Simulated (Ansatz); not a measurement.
# AlP (F-43m): a volume series of phonon spectra

Aim: how the vibrations of AlP shift with volume, and the expansion that follows.

What experiment has found for this phase:
- heat capacity C_P per formula unit 42 J/mol/K and bulk modulus 86 GPa near room temperature (given in “High-Throughput Prediction of Finite-Temperature Properties using the Quasi-Harmonic Approximation”, 2016, arXiv:1603.06924)

Calculated with Ansatz 0.2.0; DFT LDA, scalar-relativistic, plane waves, PAW.

The database entry behind the starting cell differs from later determinations by our own check (0.1 to 0.3 % short, probably kX units), so it need not match the best structure at ambient conditions.

## Step 1: Starting point

It takes space group F-43m (No. 216, cubic). The conventional cell has a = 5.451 Å, b = 5.451 Å, c = 5.451 Å, α = 90.00°, β = 90.00°, γ = 90.00°. Nearest to Al lie 4 P at 2.36 Å. Nearest to P lie 4 Al at 2.36 Å. Farther neighbours are not listed.

## Step 2: Probe on a coarse mesh

Before spending time, one coarse run tells the gap and the pressure of the starting cell.

File input.yaml:

```yaml
crystal:
  lattice:
    - [0.0, 2.7255, 2.7255]
    - [2.7255, 0.0, 2.7255]
    - [2.7255, 2.7255, 0.0]
  atoms:
    - { symbol: Al, position: [0.0, 0.0, 0.0] }
    - { symbol: P, position: [0.25, 0.25, 0.25] }
kpoints:
  mp_grid: { grid: [6, 6, 6] }
hamiltonian:
  xc: lda
scf:
  occupations: { method: gaussian, width: 0.1 }
output:
  forces: true
  stress: true
  eigenvalues: true
```

Command:

```console
$ ansatz run input.yaml --threads 4 --pin off --max-ram 8192MiB --backend cpu --events-out ev --progress --plain --runs-dir out
```

Numbers of over 12 decimals in the logs are rounded to 6 here.

The log of the run:

```text
Engine: ansatz 0.2.0, aarch64-unknown-linux-gnu
Pseudopotentials: kind: paw
Pseudopotential: Al, paw, valence charge 3, recommended cutoff 420 eV (normal), Al.paw.azcp
Pseudopotential: P, paw, valence charge 5, recommended cutoff 420 eV (normal), P.paw.azcp
Functional definition: SPW92
  exchange = slater_x
  correlation = pw_c
Crystal: 2 atoms, lattice volume = 40.492 Å³
Basis set: ecut = 420 eV, 749 PW (Γ)
Bands: 8, of which v1, the nominal top of the filled ones, is band 4 counted from 1 (3 counted from 0)
Symmetry: 24 space group operations
Space group: F-43m (ITA 216), of the structure as read, at distance tolerance 3.4e-5 Å
k-points: 16 of 216 (time reversal used)
Non-local potential: Al, projectors of the file, l = 0: 2, l = 1: 2, l = 2: 1
Non-local potential: P, projectors of the file, l = 0: 2, l = 1: 2, l = 2: 2
PAW form: soft (Blöchl's): semilocal exchange-correlation on the pseudo side does not see the compensation charge
PAW frozen core: Al, regenerated for the run's functional, and the local potential with it (the file was generated under x = pbe(κ = 0.804, μ = 0.219515), c = pbe(β = 0.066725))
PAW frozen core: P, regenerated for the run's functional, and the local potential with it (the file was generated under x = pbe(κ = 0.804, μ = 0.219515), c = pbe(β = 0.066725))
PAW one-centre angular grid: Al, 110 points (default); XC on 64 Gauss nodes
PAW one-centre angular grid: P, 110 points (default); XC on 64 Gauss nodes
Initial density: superposition of atomic densities (neutral atoms: chi_scale 0, normalization atom), corrected by the library's trained network
Initial wavefunctions: pseudopotential atomic-orbital guess
Functional: x = slater, c = lda
SCF iter   1: F=—  HF=-1240.033910 eV  |F-HF|=—  |Δ(HF+E_count)|=         —  Δρ=4.15e-3  dr2=6.71e-3  ethr=1.77e-3  ⟨swp⟩=5.8  Hψ=1166  notcnv=0
preconditioner: auto → none  [insulator: Δε(μ)=1.400 eV  Ē_g=9.888 eV  σ=0.100 eV  W_gap=1.00  n_scr=8 (ndim 8)  ℏωp=16.5 eV  f_vac=0.000  D(μ)=0.00/eV (n_scr^D=0)  ε∞_Penn≈3.8]
SCF iter   2: F=—  HF=-1240.032026 eV  |F-HF|=—  |Δ(HF+E_count)|=   1.88e-3  Δρ=1.88e-3  dr2=8.68e-4  ethr=8.38e-5  ⟨swp⟩=1.8  Hψ=287  notcnv=0
SCF iter   3: F=—  HF=-1240.031836 eV  |F-HF|=—  |Δ(HF+E_count)|=   1.90e-4  Δρ=4.40e-4  dr2=7.21e-5  ethr=1.09e-5  ⟨swp⟩=2.1  Hψ=178  notcnv=0
SCF iter   4: F=—  HF=-1240.031825 eV  |F-HF|=—  |Δ(HF+E_count)|=   1.10e-5  Δρ=3.24e-5  dr2=4.34e-7  ethr=9.01e-7  ⟨swp⟩=2.1  Hψ=181  notcnv=0
iter 5 did not close the SCF: its close was put off for the readings that it lacked (scf_convergence_deferred on its scf_iter line)
SCF iter   5: F=-1240.031824 eV  HF=-1240.031825 eV  |F-HF|=1.75e-8  |Δ(HF+E_count)|=   1.10e-7  Δρ=7.62e-6  dr2=2.77e-8  ethr=5.42e-9  ⟨swp⟩=2.2  Hψ=205  notcnv=0
SCF iter   6: F=-1240.031824 eV  HF=-1240.031824 eV  |F-HF|=2.61e-11  |Δ(HF+E_count)|=   9.52e-9  Δρ=5.40e-7  dr2=1.35e-10  ethr=3.46e-10  ⟨swp⟩=4.1  Hψ=774  notcnv=0
SCF 1 converged in 6 iterations: F = -1240.031824 eV  dr2 = 1.35e-10
  greatest PAW one-centre occupation: 0.777 electrons in one spin orbital (limit 2), on the P atom at site 1 (counted from 0), in its partial waves of l = 0
SCF converged after 6 iterations
Free energy (F): -1240.031824 eV
Harris-Foulkes:  -1240.031824 eV  (|F-HF|=2.61e-11)
Internal energy: -1240.031824 eV  (E = F + TS)
E sigma→0 (E₀):  -1240.031824 eV
Fermi energy:    5.634988 eV
--- Per-component energies (eV) ---
  E_band       = 3.568623
  E_kinetic    = 94.264224
  E_local      = -83.805415  (includes V_loc(G=0)·N_el)
  E_nonlocal   = 46.643615
  E_hartree    = 24.728002
  E_xc         = -100.799199
  E_vxc        = -90.523575  (∫ρ·V_xc dr)
  E_paw        = -983.562204  (= ΣΔE_a)
  E_vpaw       = -12.466301  (= ΣTr[D̂ρ^β])
  E_aug_tail   = -0.000001  (compensation charges beyond the density's cutoff)
  E_ewald      = -237.673915
  E_core_change = 0.173068  (= ΣΔE_core)
  E_smearing   = -0.000000  (= −TS)
  E_closure    = 0.000000  (closes the sum)
  Σ components = -1240.031824   (vs F -1240.031824, Δ=0.00e0)
--- Forces (eV/Å), atoms counted from 1 ---
  atom   1  Al     0.00000000    -0.00000000    -0.00000000
  atom   2  P     -0.00000000     0.00000000    -0.00000000
  max |Σ_I F_I| component: 3.24e-17 eV/Å
--- Stress (GPa, compression-positive) ---
       -0.794595      -0.000000      -0.000000
        0.000000      -0.794595       0.000000
       -0.000000       0.000000      -0.794595
  P = ⅓ Tr σ = -0.7946 GPa (-7.946 kbar)
--- Band table (eV; the first three rows and the last of 16) ---
  k-point 0: bands = ["-6.6193", "4.9184", "4.9184", "4.9184", "8.0648", "9.3970", "9.3970", "9.3970"]
  k-point 1: bands = ["-6.3130", "3.0133", "4.6729", "4.6729", "8.4177", "9.8320", "9.8320", "10.4660"]
  k-point 2: bands = ["-5.5127", "0.5253", "4.2992", "4.2992", "7.8374", "9.8777", "9.8777", "12.6987"]
  k-point 15: bands = ["-4.1998", "-0.1799", "1.9607", "2.2044", "8.1180", "9.1162", "12.4594", "12.8122"]
```

Wall time 0.74 s (4 threads of Arm Neoverse V2, shared host); peak memory 0.26 GiB.

The column dr2 measures how far the density is from self-consistency, as an energy; F and HF (Harris–Foulkes) agree once it is small.

Numbers from this step:

* pressure: -0.7946 GPa
* gap on the k-mesh: 1.433 eV
* volume per atom: 20.25 Å³

The start is under -0.79 GPa at this level and looks like an insulator or semiconductor on this mesh.

## Step 3: Finding the static equilibrium

Phonons are second derivatives about a minimum, so cell and atoms are relaxed first, inside the symmetry of the start.

input.yaml, the sections that differ from step 2:

```yaml
kpoints:
  mp_grid: { grid: [8, 8, 8] }
scf:
  occupations: { method: gaussian, width: 0.02 }
output:
  forces: true
  stress: true
  eigenvalues: true
  write_density: true
  write_potential: true
  elf: true
  volumetric_format: npy
relax:
  adjacent_minimum: "off"
  f_tol: 0.005
  max_steps: 80
  cell: { stress_tol: 0.05 }
# crystal, hamiltonian: as in step 2
```

The log of the run:

```text
[...]
Crystal: 2 atoms, lattice volume = 40.492 Å³
Basis set: ecut = 420 eV, 749 PW (Γ)
Bands: 8, of which v1, the nominal top of the filled ones, is band 4 counted from 1 (3 counted from 0)
Symmetry: 24 space group operations
[...]
k-points: 29 of 512 (time reversal used)
[...]
SCF iter   1: F=—  HF=-1240.042711 eV  |F-HF|=—  |Δ(HF+E_count)|=         —  Δρ=4.31e-3  dr2=7.57e-3  ethr=1.77e-3  ⟨swp⟩=6.5  Hψ=2264  notcnv=0
[...]
SCF iter   6: F=-1240.040365 eV  HF=-1240.040365 eV  |F-HF|=8.23e-11  |Δ(HF+E_count)|=   3.82e-9  Δρ=5.37e-7  dr2=1.93e-10  ethr=1.89e-10  ⟨swp⟩=6.9  Hψ=1684  notcnv=0
SCF 1 converged in 6 iterations: F = -1240.040365 eV  dr2 = 1.93e-10
[...]
relax step   1: F+E_penalty+E_count = -1240.04036493 eV  Δ(F+E_penalty+E_count) = +0.000e0 eV  max|allowed force component| = 2.035e-16 eV/Å  Δτ_max = 0.0000 Å  P = -0.831 GPa  Ω = 40.492 Å³  (6 SCF iters, dr2 threshold 1.00e-7 eV, accepted)
Crystal: 2 atoms, lattice volume = 40.212 Å³
[...]
iter 1 solved again at ethr=1.47e-6 eV; its pass at ethr=3.10e-3 eV (dr2=1.17e-4 eV) is discarded
[...]
SCF iter   4: F=-1240.041365 eV  HF=-1240.041365 eV  |F-HF|=8.48e-9  |Δ(HF+E_count)|=   2.99e-7  Δρ=8.08e-6  dr2=1.95e-8  ethr=2.50e-9  ⟨swp⟩=10.6  Hψ=1745  notcnv=0
SCF 2 converged in 4 iterations: F = -1240.041365 eV  dr2 = 1.95e-8
relax step   2: F+E_penalty+E_count = -1240.04136473 eV  Δ(F+E_penalty+E_count) = -9.998e-4 eV  max|allowed force component| = 3.238e-17 eV/Å  Δτ_max = 0.0000 Å  P = -0.218 GPa  Ω = 40.212 Å³  energy of the carried Pulay correction = +8.016e-5 eV  (4 SCF iters, dr2 threshold 2.00e-7 eV, accepted)
Crystal: 2 atoms, lattice volume = 40.113 Å³
[...]
SCF iter   3: F=-1240.041459 eV  HF=-1240.041459 eV  |F-HF|=5.59e-8  |Δ(HF+E_count)|=   4.96e-7  Δρ=1.43e-5  dr2=9.86e-8  ethr=1.48e-9  ⟨swp⟩=10.9  Hψ=1807  notcnv=0
SCF 3 converged in 3 iterations: F = -1240.041459 eV  dr2 = 9.86e-8
relax step   3: F+E_penalty+E_count = -1240.04145917 eV  Δ(F+E_penalty+E_count) = -9.443e-5 eV  max|allowed force component| = 6.245e-17 eV/Å  Δτ_max = 0.0000 Å  P = +0.002 GPa  Ω = 40.113 Å³  energy of the carried Pulay correction = +1.085e-4 eV  (3 SCF iters, dr2 threshold 1.19e-7 eV, accepted)
[...]
SCF iter   4: F=-1240.041342 eV  HF=-1240.041342 eV  |F-HF|=1.14e-12  |Δ(HF+E_count)|=  5.00e-10  Δρ=2.09e-7  dr2=1.08e-11  ethr=1.00e-12  ⟨swp⟩=5.7  Hψ=1425  notcnv=0
SCF 4 converged in 4 iterations: F = -1240.041342 eV  dr2 = 1.08e-11
relax step   4: F+E_penalty+E_count = -1240.04134191 eV  Δ(F+E_penalty+E_count) = +1.173e-4 eV  max|allowed force component| = 5.782e-17 eV/Å  Δτ_max = 0.0000 Å  P = -0.001 GPa  Ω = 40.113 Å³  stress off target by 1.03e-3 GPa  SCF on the basis re-selected at this cell (its energy is not comparable with the rows above)  (4 SCF iters)
basis re-selected at this cell: Δ(F+E_penalty+E_count) = +1.173e-4 eV, ΔP = -0.003 GPa vs the last step (what re-selecting the basis moved, of the pressure what is left beyond the Pulay correction that the steps carried, after the strain that the cell walked since its last selection, with what the two solves' SCF thresholds leave and, on support functions, any second-order correction that the steps lacked; it is no m [...]
SCF converged after 4 iterations
Free energy (F): -1240.041342 eV
[...]
Internal energy: -1240.041342 eV  (E = F + TS)
E sigma→0 (E₀):  -1240.041342 eV
Fermi energy:    5.714211 eV
[...]
--- Stress (GPa, compression-positive) ---
       -0.001025      -0.000000       0.000000
       -0.000000      -0.001025       0.000000
        0.000000       0.000000      -0.001025
  P = ⅓ Tr σ = -0.0010 GPa (-0.010 kbar)
--- Band table (eV; the first three rows and the last of 29) ---
[...]
--- Relaxed structure (3 steps of the walk, 3 accepted, 1 SCFs on fresh bases) ---
  F+E_penalty+E_count = -1240.04134191 eV   max|allowed force component| = 5.782e-17 eV/Å   (the final SCF, on the basis selected at the relaxed cell)
  cell:  # Å, volume = 40.1133 Å³
    - [0, 2.716978, 2.716978]
    - [2.716978, 0, 2.716978]
    - [2.716978, 2.716978, 0]
  atoms:
    - { symbol: Al, position: [0, 0, 0] }
    - { symbol: P, position: [0.25, 0.25, 0.25] }
```

Elapsed: 1.4 s, on 4 threads; peak memory 0.3 GiB; 4.7 s of CPU time.

Relaxation path:

| step | energy less that of the first step (eV) | largest force component (eV/Å) | pressure (GPa) | volume (Å³) |
| --- | --- | --- | --- | --- |
| 1 | 0.0000 | 0.0000 | -0.83 | 40.49 |
| 2 | -0.0010 | 0.0000 | -0.22 | 40.21 |
| 3 | -0.0011 | 0.0000 | 0.00 | 40.11 |
| 4* | -0.0010 | 0.0000 | 0.00 | 40.11 |

Relaxation steps marked * repeat the geometry before them on a plane-wave basis chosen anew for their cell, so energy and pressure can jump there.

The run keeps the 24 symmetry operations that it works with, so distortions that break them were not tested.

| conventional cell, symmetrised | before | after | change |
| --- | --- | --- | --- |
| a (Å) | 5.451 | 5.434 | -0.3 % |
| b (Å) | 5.451 | 5.434 | -0.3 % |
| c (Å) | 5.451 | 5.434 | -0.3 % |
| volume (Å³/atom) | 20.25 | 20.06 | -0.9 % |

Final coordinates:

```cif
data_structure
_symmetry_space_group_name_H-M 'P 1'
_symmetry_Int_Tables_number 1
_cell_length_a 3.8424
_cell_length_b 3.8424
_cell_length_c 3.8424
_cell_angle_alpha 60.000
_cell_angle_beta 60.000
_cell_angle_gamma 60.000
_cell_volume 40.11
loop_
_atom_site_label
_atom_site_type_symbol
_atom_site_fract_x
_atom_site_fract_y
_atom_site_fract_z
_atom_site_occupancy
Al1 Al 0.00000 0.00000 0.00000 1
P2 P 0.25000 0.25000 0.25000 1
```

This step gave:

| Quantity | Value |
| --- | --- |
| pressure | -0.001025 GPa |
| gap on the k-mesh | 1.419 eV |
| volume per atom | 20.06 Å³ |

Electrostatic potential energy in the ac plane of a cell with a along [110], b along [-110] and c along [001] of the cube at fractional y = 0.000, with atoms of Al and P within 0.2 Å of it. With pseudopotentials it is smooth inside the atoms' cores, unlike the true potential.

Values in eV, 8 rows by 16 columns, each cell a mean:
```
 -8  -9   0  -4  -6   0  -5  -9  -8  -9   0  -4  -6   0  -5  -9
  1   3 -12 -48 -53 -26   1   1   1   3 -12 -48 -53 -26   1   1
  9   7  -7 -39 -45 -18   5   8   9   7  -7 -39 -45 -18   5   8
 10   9   7   3   2   6   9  10  10   9   7   3   2   6   9  10
 10  10   9   9   9   9  10  10  10  10   9   9   9   9  10  10
  8   9   9   9   9   9   9   8   8   9   9   9   9   9   9   8
 -4   1   6   9   9   8   3  -3  -4   1   6   9   9   8   3  -3
 -4 -11   2   7   8   5  -7  -7  -4 -11   2   7   8   5  -7  -7
```
Columns run along a (7.7 Å; values clipped at the 3rd and 97th percentile), rows up along c (5.4 Å), edges of the conventional cell, whose origin can differ from the input's. Atoms in or near the plane, at fractional coordinates: Al at (0.50, 0.00), Al at (0.00, 0.00), P at (0.75, 0.75), P at (0.25, 0.75).

ELF in the ac plane of a cell with a along [110], b along [-110] and c along [001] of the cube at fractional y = 0.000, with atoms of Al and P within 0.2 Å of it. It is the smooth field of the valence electrons, not physical close to the nuclei.

Values, 8 rows by 16 columns, each cell a mean:
```
0.14 0.68 0.89 0.82 0.79 0.88 0.83 0.27 0.14 0.68 0.89 0.82 0.79 0.88 0.83 0.27
0.42 0.81 0.86 0.38 0.22 0.76 0.87 0.57 0.42 0.81 0.86 0.38 0.22 0.76 0.87 0.57
0.16 0.50 0.69 0.43 0.34 0.64 0.61 0.25 0.16 0.50 0.69 0.43 0.34 0.64 0.61 0.25
0.03 0.16 0.47 0.69 0.72 0.56 0.26 0.05 0.03 0.16 0.47 0.69 0.72 0.56 0.26 0.05
0.03 0.04 0.09 0.21 0.24 0.13 0.05 0.03 0.03 0.04 0.09 0.21 0.24 0.13 0.05 0.03
0.17 0.12 0.05 0.03 0.03 0.04 0.09 0.16 0.17 0.12 0.05 0.03 0.03 0.04 0.09 0.16
0.31 0.25 0.14 0.06 0.05 0.10 0.22 0.30 0.31 0.25 0.14 0.06 0.05 0.10 0.22 0.30
0.07 0.18 0.44 0.42 0.40 0.45 0.30 0.07 0.07 0.18 0.44 0.42 0.40 0.45 0.30 0.07
```
Columns run along a (7.7 Å), rows up along c (5.4 Å), edges of the conventional cell, whose origin can differ from the input's. Atoms in or near the plane, at fractional coordinates: Al at (0.50, 0.00), Al at (0.00, 0.00), P at (0.75, 0.75), P at (0.25, 0.75).

Valence density in the ac plane of a cell with a along [110], b along [-110] and c along [001] of the cube at fractional y = 0.000, with atoms of Al and P within 0.2 Å of it. It is the smooth field of the valence electrons, not physical close to the nuclei.

Ten even steps from '0' (0.02 e/Å³) to '9' (0.76 e/Å³), each cell a mean:
```
013445443101344554421
135898985312479889642
236973896322489559842
124841584211377227631
013676762100147777410
001367631000025774200
000123210000012332100
000001000000000000000
000000000000000000000
000000000000000000000
110000000111000000001
211000001121100000011
111100011111110000111
012211122000122112210
```
Columns run along a (7.7 Å), rows up along c (5.4 Å), edges of the conventional cell, whose origin can differ from the input's. Atoms in or near the plane, at fractional coordinates: Al at (0.50, 0.00), Al at (0.00, 0.00), P at (0.75, 0.75), P at (0.25, 0.75).

The relaxation ends with a pressure of 0.00 GPa.

## Step 4: Relaxing to small residual forces and stress

The relaxation is repeated with tighter thresholds on force and stress, since phonons are sensitive to what is left; a change of mesh or smearing in the input moves the cell too.

File input.yaml:

```yaml
crystal:
  lattice:
    - [0.0, 2.7169780655, 2.7169780655]
    - [2.7169780655, 0.0, 2.7169780655]
    - [2.7169780655, 2.7169780655, 0.0]
  atoms:
    - { symbol: Al, position: [0.0, 0.0, 0.0] }
    - { symbol: P, position: [0.25, 0.25, 0.25] }
kpoints:
  mp_grid: { grid: [8, 8, 8] }
hamiltonian:
  xc: lda
scf:
  occupations: { method: fixed }
output:
  forces: true
  stress: true
  eigenvalues: true
relax:
  adjacent_minimum: "off"
  f_tol: 0.001
  max_steps: 60
  cell: { stress_tol: 0.01 }
```

The log of the run:

```text
[...]
Crystal: 2 atoms, lattice volume = 40.113 Å³
Basis set: ecut = 420 eV, 749 PW (Γ)
Bands: 8, of which v1, the nominal top of the filled ones, is band 4 counted from 1 (3 counted from 0)
Symmetry: 24 space group operations
[...]
k-points: 29 of 512 (time reversal used)
[...]
P = ⅓ Tr σ = -0.0010 GPa (-0.010 kbar)
--- Band table (eV; the first three rows and the last of 29) ---
[...]
--- Relaxed structure (1 steps of the walk, 1 accepted, 1 SCFs on fresh bases) ---
[...]
cell:  # Å, volume = 40.1133 Å³
    - [0.0, 2.7169780655, 2.7169780655]
    - [2.7169780655, 0.0, 2.7169780655]
    - [2.7169780655, 2.7169780655, 0.0]
  atoms:
    - { symbol: Al, position: [0.0, 0.0, 0.0] }
    - { symbol: P, position: [0.25, 0.25, 0.25] }
[key lines of the parts left out:]
SCF converged after 4 iterations
Free energy (F): -1240.041342 eV
Fermi energy:    5.004473 eV
```

Elapsed: 1.2 s, on 4 threads; peak memory 0.29 GiB; 2.9 s of CPU time.

Little changed from the start: no atom moved by 0.005 Å and no cell edge by 0.1 %.

Numbers from this step:

```yaml
pressure: -0.001030 GPa
```

The residual pressure is -0.0010 GPa, small enough for phonons.

(Part 1 of 4 ends here.)

[Logs are printed without paths, hosts, clocks, repeated set-up lines and the standing remarks that a program may print on its own settings, such as how far it seeks lower states.]

[Hosts, paths, dates, database ids (printed as entryN), source tags and the programs' standing remarks are cut or masked in the printed files.]

[A step with changed settings may run another functional than the one named; its input shows which.]

[Of the runs on displaced cells, only some may be shown.]
